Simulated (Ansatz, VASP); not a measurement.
Al in VASP and in Ansatz

```
Al
1.0
     0.00000    1.92974    1.92974
     1.92974    0.00000    1.92974
     1.92974    1.92974    0.00000
Al
1
Cartesian
  0.0000 0.0000 0.0000
```

Alike in both runs: task single point; functional PBE; dispersion D3(BJ); k mesh 18 × 18 × 18; occupations gaussian, width 0.1 eV; no spin polarisation.

```csv
,VASP,Ansatz
version,VASP 6.6.1,Ansatz 0.2.0
potentials or method,"VASP PAW PBE potentials, release 64 (Al)","scalar-relativistic, plane waves, PAW"
plane-wave cutoff (eV),520,420
valence electrons in the cell,3,3
```

|  | VASP | Ansatz | Ansatz less VASP |
| --- | --- | --- | --- |
| gap on the k mesh at the Fermi level (eV) | none | none | - |
| pressure (GPa) | 10.0 | 10.0 | +0.03 |

A gap of «none» marks a metal or a gap that the smearing closes.

Caveats: pairwise dispersion overbinds metals, which lowers pressure and volume.
